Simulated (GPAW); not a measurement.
Input of a GPAW 26.7.0 run:

Contents of run.py:

```python
from ase.eos import EquationOfState
from ase.io import Trajectory, read
from ase.units import GPa
from gpaw import GPAW, PW, setup_paths

setup_paths.insert(0, '.')

atoms = read('Sn.xyz')

traj = Trajectory('eos.traj', 'w')
volumes, energies = [], []
for x in [0.94, 0.96, 0.98, 1.0, 1.02, 1.04, 1.06]:
    a = atoms.copy()
    a.set_cell(atoms.cell * x**(1 / 3), scale_atoms=True)
    calc = GPAW(mode=PW(600),
                xc='GGA_X_OPTX+GGA_C_LYP',
                kpts={'size': (6, 6, 6), 'gamma': True},
                occupations={'name': 'fermi-dirac', 'width': 0.05},
                nbands=24,
                convergence={'density': 1e-05, 'energy': 1e-05},
                eigensolver='davidson',
                maxiter=150,
                txt=f'eos-{x:.2f}.txt')
    a.calc = calc
    energies.append(a.get_potential_energy(force_consistent=True))
    volumes.append(a.get_volume())
    p = -a.get_stress()[:3].mean() / GPa
    calc.write(f'eos-{x:.2f}.gpw')
    traj.write(a)
    print(f'{x:.2f} {volumes[-1]:10.4f} A^3 {energies[-1]:14.6f} eV {p:9.3f} GPa', flush=True)

v0, e0, B = EquationOfState(volumes, energies, eos='birchmurnaghan').fit()
print(f'V0 = {v0:.4f} A^3, E0 = {e0:.6f} eV, B0 = {B / GPa:.2f} GPa')
```

Contents of Sn.xyz:

```xyz
2
Lattice="0.0000000000 3.2333428000 3.2333428000 3.2333428000 0.0000000000 3.2333428000 3.2333428000 3.2333428000 0.0000000000" Properties=species:S:1:pos:R:3 pbc="T T T"
Sn     4.8500142000      4.8500142000      4.8500142000
Sn     3.2333428000      3.2333428000      3.2333428000
```

Potentials or basis: PAW data sets generated in the run's folder for this functional, pw.

Launch:

```sh
$ gpaw-setup -f GGA_X_OPTX+GGA_C_LYP Sn
$ OMP_NUM_THREADS=1 python run.py
```

(1) Estimate the bulk modulus.

(2) Estimate the equilibrium volume.

Results:

(1) 31 GPa (rough).

(2) 37.76 Å³/atom (rough: see the caveat).

Caveat: the minimum lies outside the volumes run.
